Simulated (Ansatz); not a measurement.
Theory: DFT PBE, scalar-relativistic, plane waves, PAW (Ansatz).

Settings: cutoff 420 eV, Γ-centred mesh 8×8×8 on the computed 2-atom cell, Gaussian smearing of 0.02 eV; no spin polarisation.

Structure with the computed forces (eV/Å) in the last three columns:

```xyz
2
Lattice="0.0000 3.1938 3.1938 3.1938 0.0000 3.1938 3.1938 3.1938 0.0000" Properties=species:S:1:pos:R:3:forces:R:3 pbc="T T T" pressure_GPa=0.85
Ba    0.0000    0.0000    0.0000    0.0340    0.0120    0.0790
S     3.2112    3.2001    3.2347   -0.0340   -0.0120   -0.0790
```

Stress tensor (GPa, compression positive):

```
 0.84  0.00 -0.01
 0.00  0.83  0.00
-0.01  0.00  0.90
```